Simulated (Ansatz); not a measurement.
MgAl2O4:
```xyz
14
Lattice="0.0000 4.0116 4.0116 4.0116 0.0000 4.0116 4.0116 4.0116 0.0000" Properties=species:S:1:pos:R:3 pbc="T T T"
Mg     4.0116     4.0116     4.0116
Mg     6.0174     6.0174     6.0174
Al     1.0029     1.0029     1.0029
Al     1.0029     3.0087     3.0087
Al     3.0087     3.0087     1.0029
Al     3.0087     1.0029     3.0087
O      7.1283     7.1283     7.1283
O      2.9008     5.1225     5.1225
O      4.9066     4.9066     7.1283
O      5.1225     2.9008     5.1225
O      7.1283     4.9066     4.9066
O      2.9008     2.9008     2.9008
O      4.9066     7.1283     4.9066
O      5.1225     5.1225     2.9008
```

Tensor components refer to the Cartesian frame of this cell.

Problem. Give the high-frequency dielectric tensor and the Born effective charge tensors of the independent atoms from DFPT, the program Ansatz at the LDA level (PAW).

Solution. 
ε∞:
```
3.08  0.00  0.00
0.00  3.08  0.00
0.00  0.00  3.08
```
Z* of atom 1 (Mg), rows: field, columns: displacement, in e:
```
2.02  0.00  0.00
0.00  2.02  0.00
0.00  0.00  2.02
```
Z* of atom 3 (Al), rows: field, columns: displacement, in e:
```
2.78  0.28  0.28
0.28  2.78  0.28
0.28  0.28  2.78
```
Z* of atom 7 (O), rows: field, columns: displacement, in e:
```
-1.90   0.01   0.01
 0.01  -1.90   0.01
 0.01   0.01  -1.90
```

Space group Fd-3m (spinel). The cell was relaxed with LDA under the symmetry of its start.

Potentials: the later of the program's two PAW sets.
